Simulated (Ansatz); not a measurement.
Kick test of a cell of C

The cell was found from a structure generator's guess, not taken from experiment.

The calculation used DFT PBE, scalar-relativistic, plane waves, PAW (Ansatz 0.2.0). Plane waves to 420 eV, a k mesh through Γ of 12×12×16 on the computed 4-atom cell and Gaussian smearing (0.02 eV); no spin polarisation.

The cell below (4 atoms, space group C2 (No. 5)) is relaxed within its symmetry.

```
C
1.0
     1.88574   -3.13061    0.00026
     1.88574    3.13061    0.00026
    -0.92376    0.00000    2.30061
C
4
Cartesian
  1.6112 -1.1848 1.8538
  1.8857 2.7757 0.0003
  1.2365 -1.1848 0.4473
  1.4239 -2.5918 1.1506
```

For the test a repeat of it with 8 atoms (edges 2.48, 3.65, 6.12 Å) was strained at random (σ = 1.5 % a component), the atoms were moved at random (σ = 0.10 Å), and all was relaxed again on a coarse 6×4×2 mesh (in the run’s order of axes) with 0.10 eV smearing, with no symmetry imposed.

Question: Is the structure stable against such a distortion?

Answer: It returns, within 1 meV/atom of the unmoved cell on that mesh and with the same symmetry when read at 0.1 Å. No instability shows in this cell; modes of other wave vectors, which need another repeat, aren't tested. Another cell of C relaxed alike, in Fmmm, lies 0.94 eV/atom lower, so this cell isn't the stable form at this level.
